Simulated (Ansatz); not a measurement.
# AlN (P6_3mc): the host for defect calculations, part 2 of 4

Aim: the runs on the perfect crystal AlN (P6_3mc) that a defect calculation needs first.

Ansatz 0.2.0; plane-wave PAW DFT, PBEsol; relaxation of the host's cell and atoms; PAW set soft_1 (the session's first sound run).

So far: Set-up; Host cell relaxation.

## (3) Defect free supercell relaxed in its symmetry

This cell, the one that will hold the defects, is built from the relaxed host. Its coarser k-points can move the atoms a little, so it is relaxed from the symmetric sites, as the reference for the test of stability.

This step: plane-wave PAW DFT, PBEsol; relaxation of the defect-free supercell in its symmetry; PAW set soft_1 (Ansatz 0.2.0).

System of this step: AlN (P6_3mc). The cell holds 72 atoms: 36 Al and 36 N. Cell: a = 9.341 Å, b = 9.341 Å, c = 9.967 Å, α = 90.0°, β = 90.0°, γ = 120.0°.

pristine.symmetric/input.yaml

```yaml
crystal:
  lattice:
    - [9.3408219414, 8.62e-08, 0.0]
    - [-4.6704110453, 8.0893890504, 0.0]
    - [0.0, 0.0, 9.9673533283]
  atoms:
    - { symbol: Al, position: [0.2222222222, 0.1111111111, 0.2495170802] }
    - { symbol: Al, position: [0.1111111111, 0.2222222222, 0.4995170802] }
    - { symbol: "N", position: [0.2222222222, 0.1111111111, 0.4404829198] }
    - { symbol: "N", position: [0.1111111111, 0.2222222222, 0.1904829198] }
    - { symbol: Al, position: [0.2222222222, 0.1111111111, 0.7495170802] }
    - { symbol: Al, position: [0.1111111111, 0.2222222222, 0.9995170802] }
    - { symbol: "N", position: [0.2222222222, 0.1111111111, 0.9404829198] }
    - { symbol: "N", position: [0.1111111111, 0.2222222222, 0.6904829198] }
    - { symbol: Al, position: [0.2222222222, 0.4444444444, 0.2495170802] }
    - { symbol: Al, position: [0.1111111111, 0.5555555556, 0.4995170802] }
    - { symbol: "N", position: [0.2222222222, 0.4444444444, 0.4404829198] }
    - { symbol: "N", position: [0.1111111111, 0.5555555556, 0.1904829198] }
    - { symbol: Al, position: [0.2222222222, 0.4444444444, 0.7495170802] }
    - { symbol: Al, position: [0.1111111111, 0.5555555556, 0.9995170802] }
    - { symbol: "N", position: [0.2222222222, 0.4444444444, 0.9404829198] }
    - { symbol: "N", position: [0.1111111111, 0.5555555556, 0.6904829198] }
    - { symbol: Al, position: [0.2222222222, 0.7777777778, 0.2495170802] }
    - { symbol: Al, position: [0.1111111111, 0.8888888889, 0.4995170802] }
    - { symbol: "N", position: [0.2222222222, 0.7777777778, 0.4404829198] }
    - { symbol: "N", position: [0.1111111111, 0.8888888889, 0.1904829198] }
    - { symbol: Al, position: [0.2222222222, 0.7777777778, 0.7495170802] }
    - { symbol: Al, position: [0.1111111111, 0.8888888889, 0.9995170802] }
    - { symbol: "N", position: [0.2222222222, 0.7777777778, 0.9404829198] }
    - { symbol: "N", position: [0.1111111111, 0.8888888889, 0.6904829198] }
    - { symbol: Al, position: [0.5555555556, 0.1111111111, 0.2495170802] }
    - { symbol: Al, position: [0.4444444444, 0.2222222222, 0.4995170802] }
    - { symbol: "N", position: [0.5555555556, 0.1111111111, 0.4404829198] }
    - { symbol: "N", position: [0.4444444444, 0.2222222222, 0.1904829198] }
    - { symbol: Al, position: [0.5555555556, 0.1111111111, 0.7495170802] }
    - { symbol: Al, position: [0.4444444444, 0.2222222222, 0.9995170802] }
    - { symbol: "N", position: [0.5555555556, 0.1111111111, 0.9404829198] }
    - { symbol: "N", position: [0.4444444444, 0.2222222222, 0.6904829198] }
    - { symbol: Al, position: [0.5555555556, 0.4444444444, 0.2495170802] }
    - { symbol: Al, position: [0.4444444444, 0.5555555556, 0.4995170802] }
    - { symbol: "N", position: [0.5555555556, 0.4444444444, 0.4404829198] }
    - { symbol: "N", position: [0.4444444444, 0.5555555556, 0.1904829198] }
    - { symbol: Al, position: [0.5555555556, 0.4444444444, 0.7495170802] }
    - { symbol: Al, position: [0.4444444444, 0.5555555556, 0.9995170802] }
    - { symbol: "N", position: [0.5555555556, 0.4444444444, 0.9404829198] }
    - { symbol: "N", position: [0.4444444444, 0.5555555556, 0.6904829198] }
    - { symbol: Al, position: [0.5555555556, 0.7777777778, 0.2495170802] }
    - { symbol: Al, position: [0.4444444444, 0.8888888889, 0.4995170802] }
    - { symbol: "N", position: [0.5555555556, 0.7777777778, 0.4404829198] }
    - { symbol: "N", position: [0.4444444444, 0.8888888889, 0.1904829198] }
    - { symbol: Al, position: [0.5555555556, 0.7777777778, 0.7495170802] }
    - { symbol: Al, position: [0.4444444444, 0.8888888889, 0.9995170802] }
    - { symbol: "N", position: [0.5555555556, 0.7777777778, 0.9404829198] }
    - { symbol: "N", position: [0.4444444444, 0.8888888889, 0.6904829198] }
    - { symbol: Al, position: [0.8888888889, 0.1111111111, 0.2495170802] }
    - { symbol: Al, position: [0.7777777778, 0.2222222222, 0.4995170802] }
    - { symbol: "N", position: [0.8888888889, 0.1111111111, 0.4404829198] }
    - { symbol: "N", position: [0.7777777778, 0.2222222222, 0.1904829198] }
    - { symbol: Al, position: [0.8888888889, 0.1111111111, 0.7495170802] }
    - { symbol: Al, position: [0.7777777778, 0.2222222222, 0.9995170802] }
    - { symbol: "N", position: [0.8888888889, 0.1111111111, 0.9404829198] }
    - { symbol: "N", position: [0.7777777778, 0.2222222222, 0.6904829198] }
    - { symbol: Al, position: [0.8888888889, 0.4444444444, 0.2495170802] }
    - { symbol: Al, position: [0.7777777778, 0.5555555556, 0.4995170802] }
    - { symbol: "N", position: [0.8888888889, 0.4444444444, 0.4404829198] }
    - { symbol: "N", position: [0.7777777778, 0.5555555556, 0.1904829198] }
    - { symbol: Al, position: [0.8888888889, 0.4444444444, 0.7495170802] }
    - { symbol: Al, position: [0.7777777778, 0.5555555556, 0.9995170802] }
    - { symbol: "N", position: [0.8888888889, 0.4444444444, 0.9404829198] }
    - { symbol: "N", position: [0.7777777778, 0.5555555556, 0.6904829198] }
    - { symbol: Al, position: [0.8888888889, 0.7777777778, 0.2495170802] }
    - { symbol: Al, position: [0.7777777778, 0.8888888889, 0.4995170802] }
    - { symbol: "N", position: [0.8888888889, 0.7777777778, 0.4404829198] }
    - { symbol: "N", position: [0.7777777778, 0.8888888889, 0.1904829198] }
    - { symbol: Al, position: [0.8888888889, 0.7777777778, 0.7495170802] }
    - { symbol: Al, position: [0.7777777778, 0.8888888889, 0.9995170802] }
    - { symbol: "N", position: [0.8888888889, 0.7777777778, 0.9404829198] }
    - { symbol: "N", position: [0.7777777778, 0.8888888889, 0.6904829198] }
basis:
  ecutwfc: 420
  xc_grid: 2
hamiltonian:
  xc: pbesol
  pseudopotentials: { kind: paw, azcp: { folder: soft_1 }, xc_functional: pbe }
kpoints:
  mp_grid: { grid: [1, 1, 1] }
scf:
  occupations: { method: fermi_dirac, width: 0.01 }
  max_iter: 100
  lower_state_search: "off"
output:
  forces: true
relax:
  f_tol: 0.015
  max_steps: 60
  escape_saddle: false
checkpoint:
  write: "../pristine.symmetric.run"
  compress: false
  write_wavefunctions: false
  write_every: 100000
```

Command:

```bash
$ ansatz run input.yaml --threads 8 --pin off --max-ram 18841MiB --backend cpu --events-out ev --progress --plain --runs-dir out
```

Numbers of over 12 decimals in the logs are rounded to 6 here.

Log:

```text
[...]
Crystal: 72 atoms, lattice volume = 753.149 Å³
Basis set: ecut = 420 eV, 14757 PW (Γ), exchange–correlation on 128×128×144 points (8 copies of the dense FFT grid, shifted against one another)
Bands: 216, of which v1, the nominal top of the filled ones, is band 144 counted from 1 (143 counted from 0)
Symmetry: 216 space group operations
[...]
k-points: 1
[...]
SCF iter   1: F=—  HF=-32661.864535 eV  |F-HF|=—  |Δ(HF+E_count)|=         —  Δρ=1.32e-1  dr2=1.62e2  ethr=3.10e-3  ⟨swp⟩=6.0  Hψ=953  notcnv=0  defer=6
[...]
SCF iter   7: F=-32611.228588 eV  HF=-32611.228588 eV  |F-HF|=6.44e-9  |Δ(HF+E_count)|=   4.09e-6  Δρ=3.83e-6  dr2=8.37e-8  ethr=1.95e-9  ⟨swp⟩=3.0  Hψ=508  notcnv=0
SCF 1 converged in 7 iterations: F = -32611.228588 eV  dr2 = 8.37e-8
[...]
relax step   1: F+E_penalty+E_count = -32611.22858785 eV  Δ(F+E_penalty+E_count) = +0.000e0 eV  max|allowed force component| = 7.577e-2 eV/Å  Δτ_max = 0.0000 Å  (7 SCF iters, dr2 threshold 5.63e-6 eV, accepted)
[...]
relax step   2: F+E_penalty+E_count = -32611.23234674 eV  Δ(F+E_penalty+E_count) = -3.759e-3 eV  max|allowed force component| = 5.609e-2 eV/Å  Δτ_max = 0.0008 Å  (4 SCF iters, dr2 threshold 3.59e-7 eV, accepted)
SCF iter   1: F=—  HF=-32611.237736 eV  |F-HF|=—  |Δ(HF+E_count)|=         —  Δρ=4.52e-4  dr2=1.55e-3  ethr=5.38e-6  ⟨swp⟩=3.0  Hψ=407  notcnv=0  defer=67
[...]
SCF iter   5: F=-32611.236960 eV  HF=-32611.236960 eV  |F-HF|=3.88e-9  |Δ(HF+E_count)|=   1.53e-7  Δρ=2.48e-6  dr2=3.53e-8  ethr=3.47e-11  ⟨swp⟩=2.0  Hψ=597  notcnv=0
SCF 3 converged in 5 iterations: F = -32611.236960 eV  dr2 = 3.53e-8
relax step   3: F+E_penalty+E_count = -32611.23696006 eV  Δ(F+E_penalty+E_count) = -4.613e-3 eV  max|allowed force component| = 8.442e-4 eV/Å  Δτ_max = 0.0023 Å  (5 SCF iters, accepted)
SCF converged after 5 iterations
Free energy (F): -32611.236960 eV
[...]
Internal energy: -32611.236960 eV  (E = F + TS)
E sigma→0 (E₀):  -32611.236960 eV
Fermi energy:    9.136630 eV
[...]
--- Forces (eV/Å), atoms counted from 1 ---
  atom   1  Al     0.00000000     0.00000000    -0.00083052
  atom   2  Al     0.00000000     0.00000000    -0.00083052
  atom   3  N     -0.00000000     0.00000000     0.00085786
  atom   4  N     -0.00000000    -0.00000000     0.00085786
  atom   5  Al     0.00000000     0.00000000    -0.00083052
  atom   6  Al     0.00000000    -0.00000000    -0.00083052
  atom   7  N     -0.00000000     0.00000000     0.00085786
  atom   8  N     -0.00000000    -0.00000000     0.00085786
  atom   9  Al     0.00000000     0.00000000    -0.00083052
  atom  10  Al     0.00000000     0.00000000    -0.00083052
  atom  11  N     -0.00000000     0.00000000     0.00085786
  atom  12  N     -0.00000000    -0.00000000     0.00085786
  atom  13  Al     0.00000000    -0.00000000    -0.00083052
  atom  14  Al     0.00000000    -0.00000000    -0.00083052
  atom  15  N     -0.00000000     0.00000000     0.00085786
  atom  16  N     -0.00000000    -0.00000000     0.00085786
  atom  17  Al     0.00000000     0.00000000    -0.00083052
  atom  18  Al     0.00000000     0.00000000    -0.00083052
  atom  19  N     -0.00000000     0.00000000     0.00085786
  atom  20  N     -0.00000000    -0.00000000     0.00085786
  atom  21  Al     0.00000000     0.00000000    -0.00083052
  atom  22  Al     0.00000000    -0.00000000    -0.00083052
  atom  23  N     -0.00000000     0.00000000     0.00085786
  atom  24  N     -0.00000000    -0.00000000     0.00085786
  atom  25  Al     0.00000000     0.00000000    -0.00083052
  atom  26  Al     0.00000000     0.00000000    -0.00083052
  atom  27  N     -0.00000000     0.00000000     0.00085786
  atom  28  N     -0.00000000    -0.00000000     0.00085786
  atom  29  Al     0.00000000     0.00000000    -0.00083052
  atom  30  Al     0.00000000     0.00000000    -0.00083052
  atom  31  N     -0.00000000     0.00000000     0.00085786
  atom  32  N     -0.00000000    -0.00000000     0.00085786
  atom  33  Al     0.00000000     0.00000000    -0.00083052
  atom  34  Al     0.00000000    -0.00000000    -0.00083052
  atom  35  N     -0.00000000     0.00000000     0.00085786
  atom  36  N     -0.00000000    -0.00000000     0.00085786
  atom  37  Al     0.00000000     0.00000000    -0.00083052
  atom  38  Al     0.00000000    -0.00000000    -0.00083052
  atom  39  N     -0.00000000     0.00000000     0.00085786
  atom  40  N     -0.00000000    -0.00000000     0.00085786
[...]
atom  61  Al     0.00000000     0.00000000    -0.00083052
  atom  62  Al     0.00000000     0.00000000    -0.00083052
  atom  63  N     -0.00000000     0.00000000     0.00085786
  atom  64  N     -0.00000000     0.00000000     0.00085786
  atom  65  Al     0.00000000     0.00000000    -0.00083052
  atom  66  Al     0.00000000    -0.00000000    -0.00083052
  atom  67  N     -0.00000000     0.00000000     0.00085786
  atom  68  N     -0.00000000    -0.00000000     0.00085786
  atom  69  Al     0.00000000    -0.00000000    -0.00083052
  atom  70  Al     0.00000000    -0.00000000    -0.00083052
  atom  71  N     -0.00000000     0.00000000     0.00085786
  atom  72  N     -0.00000000    -0.00000000     0.00085786
  max |Σ_I F_I| component: 9.84e-4 eV/Å
--- Relaxed structure (3 steps of the walk, 3 accepted, 0 SCFs on fresh bases) ---
  F+E_penalty+E_count = -32611.23696006 eV   max|allowed force component| = 8.442e-4 eV/Å
  atoms:
    - { symbol: Al, position: [0.222222, 0.111111, 0.249211] }
    - { symbol: Al, position: [0.111111, 0.222222, 0.499211] }
    - { symbol: N, position: [0.222222, 0.111111, 0.440789] }
    - { symbol: N, position: [0.111111, 0.222222, 0.190789] }
    - { symbol: Al, position: [0.222222, 0.111111, 0.749211] }
    - { symbol: Al, position: [0.111111, 0.222222, 0.999211] }
    - { symbol: N, position: [0.222222, 0.111111, 0.940789] }
    - { symbol: N, position: [0.111111, 0.222222, 0.690789] }
    - { symbol: Al, position: [0.222222, 0.444444, 0.249211] }
    - { symbol: Al, position: [0.111111, 0.555556, 0.499211] }
    - { symbol: N, position: [0.222222, 0.444444, 0.440789] }
    - { symbol: N, position: [0.111111, 0.555556, 0.190789] }
    - { symbol: Al, position: [0.222222, 0.444444, 0.749211] }
    - { symbol: Al, position: [0.111111, 0.555556, 0.999211] }
    - { symbol: N, position: [0.222222, 0.444444, 0.940789] }
    - { symbol: N, position: [0.111111, 0.555556, 0.690789] }
    - { symbol: Al, position: [0.222222, 0.777778, 0.249211] }
    - { symbol: Al, position: [0.111111, 0.888889, 0.499211] }
    - { symbol: N, position: [0.222222, 0.777778, 0.440789] }
    - { symbol: N, position: [0.111111, 0.888889, 0.190789] }
    - { symbol: Al, position: [0.222222, 0.777778, 0.749211] }
    - { symbol: Al, position: [0.111111, 0.888889, 0.999211] }
    - { symbol: N, position: [0.222222, 0.777778, 0.940789] }
    - { symbol: N, position: [0.111111, 0.888889, 0.690789] }
    - { symbol: Al, position: [0.555556, 0.111111, 0.249211] }
    - { symbol: Al, position: [0.444444, 0.222222, 0.499211] }
    - { symbol: N, position: [0.555556, 0.111111, 0.440789] }
    - { symbol: N, position: [0.444444, 0.222222, 0.190789] }
    - { symbol: Al, position: [0.555556, 0.111111, 0.749211] }
    - { symbol: Al, position: [0.444444, 0.222222, 0.999211] }
    - { symbol: N, position: [0.555556, 0.111111, 0.940789] }
    - { symbol: N, position: [0.444444, 0.222222, 0.690789] }
    - { symbol: Al, position: [0.555556, 0.444444, 0.249211] }
    - { symbol: Al, position: [0.444444, 0.555556, 0.499211] }
    - { symbol: N, position: [0.555556, 0.444444, 0.440789] }
    - { symbol: N, position: [0.444444, 0.555556, 0.190789] }
    - { symbol: Al, position: [0.555556, 0.444444, 0.749211] }
    - { symbol: Al, position: [0.444444, 0.555556, 0.999211] }
    - { symbol: N, position: [0.555556, 0.444444, 0.940789] }
    - { symbol: N, position: [0.444444, 0.555556, 0.690789] }
    - { symbol: Al, position: [0.555556, 0.777778, 0.249211] }
    - { symbol: Al, position: [0.444444, 0.888889, 0.499211] }
    - { symbol: N, position: [0.555556, 0.777778, 0.440789] }
    - { symbol: N, position: [0.444444, 0.888889, 0.190789] }
    - { symbol: Al, position: [0.555556, 0.777778, 0.749211] }
    - { symbol: Al, position: [0.444444, 0.888889, 0.999211] }
    - { symbol: N, position: [0.555556, 0.777778, 0.940789] }
    - { symbol: N, position: [0.444444, 0.888889, 0.690789] }
    - { symbol: Al, position: [0.888889, 0.111111, 0.249211] }
    - { symbol: Al, position: [0.777778, 0.222222, 0.499211] }
    - { symbol: N, position: [0.888889, 0.111111, 0.440789] }
    - { symbol: N, position: [0.777778, 0.222222, 0.190789] }
    - { symbol: Al, position: [0.888889, 0.111111, 0.749211] }
    - { symbol: Al, position: [0.777778, 0.222222, 0.999211] }
    - { symbol: N, position: [0.888889, 0.111111, 0.940789] }
    - { symbol: N, position: [0.777778, 0.222222, 0.690789] }
    - { symbol: Al, position: [0.888889, 0.444444, 0.249211] }
    - { symbol: Al, position: [0.777778, 0.555556, 0.499211] }
    - { symbol: N, position: [0.888889, 0.444444, 0.440789] }
    - { symbol: N, position: [0.777778, 0.555556, 0.190789] }
    - { symbol: Al, position: [0.888889, 0.444444, 0.749211] }
    - { symbol: Al, position: [0.777778, 0.555556, 0.999211] }
    - { symbol: N, position: [0.888889, 0.444444, 0.940789] }
    - { symbol: N, position: [0.777778, 0.555556, 0.690789] }
    - { symbol: Al, position: [0.888889, 0.777778, 0.249211] }
    - { symbol: Al, position: [0.777778, 0.888889, 0.499211] }
    - { symbol: N, position: [0.888889, 0.777778, 0.440789] }
    - { symbol: N, position: [0.777778, 0.888889, 0.190789] }
    - { symbol: Al, position: [0.888889, 0.777778, 0.749211] }
    - { symbol: Al, position: [0.777778, 0.888889, 0.999211] }
    - { symbol: N, position: [0.888889, 0.777778, 0.940789] }
    - { symbol: N, position: [0.777778, 0.888889, 0.690789] }
```

The job ended after 3.3 s (8 threads of Arm Neoverse V2, shared host; peak memory 0.83 GiB).

No atom moved by 0.005 Å in the relaxation.

(Part 2 of 4 ends here.)

[Logs are printed without paths, hosts, clocks, repeated set-up lines and the standing remarks that a program may print on its own settings, such as how far it seeks lower states.]

[Hosts, paths, dates, database ids (printed as entryN), source tags and the programs' standing remarks are cut or masked in the printed files.]

[Runs of the host that timed out are not shown.]

[For some hosts the program warned that the k-mesh of the response run may be too coarse for force constants and the static dielectric constant; such warnings are not always shown.]
